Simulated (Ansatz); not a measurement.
TaN: frozen-core PAW against all-electron methods

```
Ta N
1.0
     3.10896    0.00000    0.00000
    -1.55448    2.69244    0.00000
     0.00000    0.00000    4.91800
Ta N
2 2
Direct
  0.00000 0.00000 0.00000
  0.00000 0.00000 0.50000
  0.33333 0.66667 0.25000
  0.66667 0.33333 0.75000
```

Atom numbers follow the list: Ta1, Ta2, N3, N4.

The geometry is COD entry 1523630, unchecked; take it as a test cell. The listed cell was then made from it by scaling, straining or moving an atom.

Spin–orbit coupling is left out, though it moves levels of the heavy atoms by tenths of an eV or more.

Levels of theory: DFT, PBEsol, PAW with Ansatz's default frozen-core files, scalar-relativistic (Ansatz 0.2.0); DFT, PBEsol, all-electron PAW with datasets made for the crystal, scalar-relativistic (Ansatz 0.2.0); DFT, PBEsol, all-electron LAPW, scalar-relativistic (Ansatz 0.2.0).

For PAW: a Γ-centred 11×11×6 k mesh, Fermi–Dirac smearing of 0.01 eV, cutoff 420 eV, no spin polarisation; the PAW files were made with PBE, and the program remakes their frozen cores for this functional. The crystal-made all-electron datasets (AE datasets) take a cutoff of 500 eV at this cell. LAPW targets a basis error of 1 meV/atom. The Ansatz runs share mesh, smearing and spin set-up. Plane-wave (PAW) pressures include the program's estimate of the Pulay term.

Stress and pressure are positive in compression.

The change that made this cell: equal xx and yy strain of +2 %.

Spin–orbit coupling is left out, which moves gradients at and beside heavy atoms by some per cent and at worst by a factor of two.

In a metal, gradients converge slowly with the k mesh: the values move by tens of per cent from one mesh to another, at times in sign, so only the comparison on one mesh counts.

```json
{"quantity": "pressure (GPa)", "PAW": "31.56", "AE datasets": "31.16", "LAPW": "31.17"}
{"quantity": "stress xx (GPa)", "PAW": "?", "AE datasets": "4.54", "LAPW": "4.54"}
{"quantity": "stress zz (GPa)", "PAW": "85.06", "AE datasets": "84.42", "LAPW": "84.42"}
{"quantity": "largest principal field gradient Vzz at Ta1 (10²¹ V/m²)", "PAW": "-19.32", "AE datasets": "-18.93", "LAPW": "–"}
{"quantity": "largest principal field gradient Vzz at N3 (10²¹ V/m²)", "PAW": "0.58", "AE datasets": "0.57", "LAPW": "–"}
```

Problem. Give the missing entry: row "stress xx (GPa)", column "PAW".

Solution. 4.81.
